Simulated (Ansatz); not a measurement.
BaF$_{2}$:
```yaml
crystal:
  lattice:
    - [0.00000, 3.09736, 3.09736]
    - [3.09736, 0.00000, 3.09736]
    - [3.09736, 3.09736, 0.00000]
  atoms:
    - { symbol: Ba, position: [0.00000, 0.00000, 0.00000] }
    - { symbol: F, position: [0.25000, 0.25000, 0.25000] }
    - { symbol: F, position: [0.75000, 0.75000, 0.75000] }
```

Tensor components refer to the Cartesian frame of this cell.

### Question
Give the high-frequency dielectric tensor and the Born effective charge tensors of the independent atoms from DFPT, plane-wave PAW r²SCAN (Ansatz code).

### Answer

ε∞:
```
2.27  0.00  0.00
0.00  2.27  0.00
0.00  0.00  2.27
```
Z* of atom 1 (Ba), rows: field, columns: displacement, in e:
```
2.58  0.00  0.00
0.00  2.58  0.00
0.00  0.00  2.58
```
Z* of atom 2 (F), rows: field, columns: displacement, in e:
```
-1.29   0.00   0.00
 0.00  -1.29   0.00
 0.00   0.00  -1.29
```

Static charges for comparison (Bader): Ba1 +1.72, F2 -0.86 e. Born charges measure polarisation by displacement and can exceed these by far.

Space group Fm-3m (fluorite). The r²SCAN relaxation kept the symmetry of its start; phonons on a q-mesh show no instability. Scalar-relativistic: spin–orbit coupling is off unless named, which matters more the heavier the elements.

Potentials: the later of the program's two PAW sets.
